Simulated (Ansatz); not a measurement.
A strain series on CdS (started from an entry of an open crystallographic database) with r2SCAN in Ansatz; the unstrained cell is the r2SCAN minimum. No spin polarisation and no zero-point or thermal motion.

Input of the unstrained run:
```yaml
crystal:
  lattice:
    - [4.1646212433, 0.0, 0.0]
    - [-2.0823106217, 3.6066677939, 0.0]
    - [0.0, 0.0, 6.7659754197]
  atoms:
    - { symbol: Cd, position: [0.3333333333, 0.6666666667, -0.0009650884] }
    - { symbol: Cd, position: [0.6666666667, 0.3333333333, 0.4990349116] }
    - { symbol: S, position: [0.3333333333, 0.6666666667, 0.3759650884] }
    - { symbol: S, position: [0.6666666667, 0.3333333333, 0.8759650884] }
kpoints:
  mp_grid: { grid: [12, 12, 4] }
  band_path:
    path:
      - [0.0, 0.0, 0.0]
      - [0.5, 0.0, 0.0]
      - [0.3333333333, 0.3333333333, 0.0]
      - [0.0, 0.0, 0.5]
      - [0.5, 0.0, 0.5]
      - [0.3333333333, 0.3333333333, 0.5]
    npoints: 1
hamiltonian:
  xc: r2scan
scf:
  occupations: { method: fixed }
  n_extra_bands: 5
output:
  forces: true
  stress: true
  eigenvalues: true
```

Its main results, and the levels near the gap at the points of the path (eV from the Fermi energy, bands numbered from 0, names kept under strain):
```
Crystal: 4 atoms, lattice volume = 101.628 Å³
Basis set: ecut = 500 eV, 2575 PW (Γ)
Symmetry: 12 space group operations
Space group: P63mc (ITA 186)
k-points: 57 of 576 (time reversal used)
Free energy (F): -18351.231840 eV
Fermi energy:    6.304674 eV
--- Forces (eV/Å), atoms counted from 1 ---
  atom   1  Cd      0.00000      0.00000    -0.00166
  atom   2  Cd      0.00000      0.00000    -0.00166
  atom   3  S       0.00000      0.00000      0.00165
  atom   4  S       0.00000      0.00000      0.00165
--- Stress (GPa, compression-positive) ---
       -0.024944       0.000000       0.000000
        0.000000      -0.024944       0.000000
        0.000000       0.000000      -0.006673
  P = ⅓ Tr σ = -0.0189 GPa (-0.189 kbar)
```
```tsv
point	band_23	band_24	band_25	band_26	band_27	band_28
Γ	-0.038	0.000	0.000	1.632	3.227	6.986
M	-1.842	-1.257	-0.739	4.149	4.259	5.431
K	-1.806	-1.806	-1.615	4.965	5.545	5.545
A	-0.381	-0.381	-0.381	3.268	3.268	6.603
L	-1.320	-1.293	-1.293	3.882	3.882	5.796
H	-2.392	-1.090	-1.090	4.855	4.855	6.414
```

Isotropic -5.28 % on every length. The input changes in these blocks:
```yaml
crystal:
  lattice:
    - [3.9447292417, 0.0, 0.0]
    - [-1.9723646208, 3.4162357343, 0.0]
    - [0.0, 0.0, 6.4087319175]
  atoms:
    - { symbol: Cd, position: [0.3333333333, 0.6666666667, -0.0008370611] }
    - { symbol: Cd, position: [0.6666666667, 0.3333333333, 0.4991629389] }
    - { symbol: S, position: [0.3333333333, 0.6666666667, 0.3758370611] }
    - { symbol: S, position: [0.6666666667, 0.3333333333, 0.8758370611] }
output:
  forces: true
  stress: true
  eigenvalues: true
  write_density: true
  write_potential: true
  elf: true
  volumetric_format: npy
```

```
Crystal: 4 atoms, lattice volume = 86.365 Å³
Basis set: ecut = 500 eV, 2189 PW (Γ)
Symmetry: 12 space group operations
Space group: P63mc (ITA 186)
k-points: 57 of 576 (time reversal used)
Free energy (F): -18350.654764 eV
Fermi energy:    8.789704 eV
--- Forces (eV/Å), atoms counted from 1 ---
  atom   1  Cd      0.00000      0.00000    -0.00130
  atom   2  Cd      0.00000      0.00000    -0.00130
  atom   3  S       0.00000      0.00000      0.00126
  atom   4  S       0.00000      0.00000      0.00126
--- Stress (GPa, compression-positive) ---
       14.007465       0.000000       0.000000
        0.000000      14.007465       0.000000
        0.000000       0.000000      14.193456
  P = ⅓ Tr σ = 14.0695 GPa (140.695 kbar)
```
```tsv
point	band_23	band_24	band_25	band_26	band_27	band_28
Γ	-0.074	0.000	0.000	2.008	3.412	6.894
M	-2.484	-1.709	-1.005	4.183	4.453	5.326
K	-2.400	-2.400	-2.148	4.554	6.148	6.148
A	-0.520	-0.520	-0.520	3.600	3.600	6.766
L	-1.783	-1.719	-1.719	3.891	3.891	5.832
H	-3.166	-1.487	-1.487	5.097	5.097	6.367
```

r2SCAN: the gap goes from 1.632 to 2.008 eV (+0.376 eV); with r2SCAN the top three valence levels at Γ, grouped 2+1 from the top over 38 meV, become 2+1 over 74 meV.

Uniaxial -3.98 % along y, other directions held. The input changes in these blocks:
```yaml
crystal:
  lattice:
    - [4.1646212433, 0.0, 0.0]
    - [-2.0823106217, 3.4631224157, 0.0]
    - [0.0, 0.0, 6.7659754197]
  atoms:
    - { symbol: Cd, position: [0.334459094, 0.668918188, 0.0015886944] }
    - { symbol: Cd, position: [0.665540906, 0.331081812, 0.5015886944] }
    - { symbol: S, position: [0.3254267349, 0.6508534698, 0.3734113056] }
    - { symbol: S, position: [0.6745732651, 0.3491465302, 0.8734113056] }
```

```
Crystal: 4 atoms, lattice volume = 97.583 Å³
Basis set: ecut = 500 eV, 2471 PW (Γ)
Symmetry: 4 space group operations
Space group: Cmc21 (ITA 36)
k-points: 129 of 576 (time reversal used)
Free energy (F): -18351.189479 eV
Fermi energy:    6.963607 eV
--- Forces (eV/Å), atoms counted from 1 ---
  atom   1  Cd      0.00000      0.00018    -0.00081
  atom   2  Cd      0.00000    -0.00018    -0.00081
  atom   3  S       0.00000      0.00058      0.00079
  atom   4  S       0.00000    -0.00058      0.00079
--- Stress (GPa, compression-positive) ---
        2.336964       0.000000       0.000000
        0.000000       3.385210       0.000000
        0.000000       0.000000       1.958511
  P = ⅓ Tr σ = 2.5602 GPa (25.602 kbar)
```
```tsv
point	band_23	band_24	band_25	band_26	band_27	band_28
Γ	-0.174	-0.127	0.000	1.617	3.334	6.795
M	-1.918	-1.535	-0.777	4.234	4.421	5.359
K	-2.064	-2.042	-1.793	4.680	5.586	5.619
A	-0.557	-0.374	-0.374	3.316	3.316	6.494
L	-1.556	-1.369	-1.369	3.777	3.777	5.819
H	-2.624	-1.333	-1.333	4.755	4.755	6.238
```

r2SCAN: the gap goes from 1.632 to 1.617 eV (-0.015 eV); with r2SCAN the top three valence levels at Γ, grouped 2+1 from the top over 38 meV, become 1+1+1 over 174 meV.

Uniaxial +5.34 % along x, other directions held. The input changes in these blocks:
```yaml
crystal:
  lattice:
    - [4.3870120177, 0.0, 0.0]
    - [-2.1935060089, 3.6066677939, 0.0]
    - [0.0, 0.0, 6.7659754197]
  atoms:
    - { symbol: Cd, position: [0.3332805047, 0.6665610095, -0.0036684732] }
    - { symbol: Cd, position: [0.6667194953, 0.3334389905, 0.4963315268] }
    - { symbol: S, position: [0.3260141798, 0.6520283597, 0.3786684732] }
    - { symbol: S, position: [0.6739858202, 0.3479716403, 0.8786684732] }
```

```
Crystal: 4 atoms, lattice volume = 107.055 Å³
Basis set: ecut = 500 eV, 2723 PW (Γ)
Symmetry: 4 space group operations
Space group: Cmc21 (ITA 36)
k-points: 129 of 576 (time reversal used)
Free energy (F): -18351.158561 eV
Fermi energy:    5.653426 eV
--- Forces (eV/Å), atoms counted from 1 ---
  atom   1  Cd      0.00000      0.00461    -0.00211
  atom   2  Cd      0.00000    -0.00461    -0.00211
  atom   3  S       0.00000      0.00105      0.00210
  atom   4  S       0.00000    -0.00105      0.00210
--- Stress (GPa, compression-positive) ---
       -4.191940       0.000000       0.000000
        0.000000      -2.416622       0.000000
        0.000000       0.000000      -2.047382
  P = ⅓ Tr σ = -2.8853 GPa (-28.853 kbar)
```
```tsv
point	band_23	band_24	band_25	band_26	band_27	band_28
Γ	-0.146	-0.028	0.000	1.455	2.904	6.641
M	-1.664	-1.176	-0.654	4.117	4.254	5.599
K	-1.665	-1.658	-1.495	5.140	5.245	5.245
A	-0.531	-0.331	-0.331	3.033	3.033	6.535
L	-1.200	-1.114	-1.114	3.888	3.888	5.762
H	-2.228	-0.938	-0.938	4.791	4.791	6.425
```

r2SCAN: the gap goes from 1.632 to 1.455 eV (-0.177 eV); with r2SCAN the top three valence levels at Γ, grouped 2+1 from the top over 38 meV, become 1+1+1 over 146 meV.

Biaxial -1.26 % in x and y, z held. The input changes in these blocks:
```yaml
crystal:
  lattice:
    - [4.1121470157, 0.0, 0.0]
    - [-2.0560735078, 3.5612237797, 0.0]
    - [0.0, 0.0, 6.7659754197]
  atoms:
    - { symbol: Cd, position: [0.3333333333, 0.6666666667, 0.0005890635] }
    - { symbol: Cd, position: [0.6666666667, 0.3333333333, 0.5005890635] }
    - { symbol: S, position: [0.3333333333, 0.6666666667, 0.3744109365] }
    - { symbol: S, position: [0.6666666667, 0.3333333333, 0.8744109365] }
```

```
Crystal: 4 atoms, lattice volume = 99.083 Å³
Basis set: ecut = 500 eV, 2539 PW (Γ)
Symmetry: 12 space group operations
Space group: P63mc (ITA 186)
k-points: 57 of 576 (time reversal used)
Free energy (F): -18351.218141 eV
Fermi energy:    6.675421 eV
--- Forces (eV/Å), atoms counted from 1 ---
  atom   1  Cd      0.00000      0.00000    -0.00091
  atom   2  Cd      0.00000      0.00000    -0.00091
  atom   3  S       0.00000      0.00000      0.00090
  atom   4  S       0.00000      0.00000      0.00090
--- Stress (GPa, compression-positive) ---
        1.774570       0.000000       0.000000
        0.000000       1.774570       0.000000
        0.000000       0.000000       1.209194
  P = ⅓ Tr σ = 1.5861 GPa (15.861 kbar)
```
```tsv
point	band_23	band_24	band_25	band_26	band_27	band_28
Γ	-0.086	0.000	0.000	1.668	3.344	7.026
M	-1.911	-1.361	-0.770	4.175	4.306	5.353
K	-1.921	-1.921	-1.698	4.827	5.632	5.632
A	-0.394	-0.394	-0.394	3.342	3.342	6.585
L	-1.415	-1.371	-1.371	3.850	3.850	5.803
H	-2.502	-1.206	-1.206	4.834	4.834	6.345
```

r2SCAN: the gap goes from 1.632 to 1.668 eV (+0.036 eV); with r2SCAN the top three valence levels at Γ, grouped 2+1 from the top over 38 meV, become 2+1 over 86 meV.

The runs are scalar-relativistic, without spin-orbit coupling.

The splittings at Γ are without spin-orbit coupling, which regroups them where it is of like size or larger.
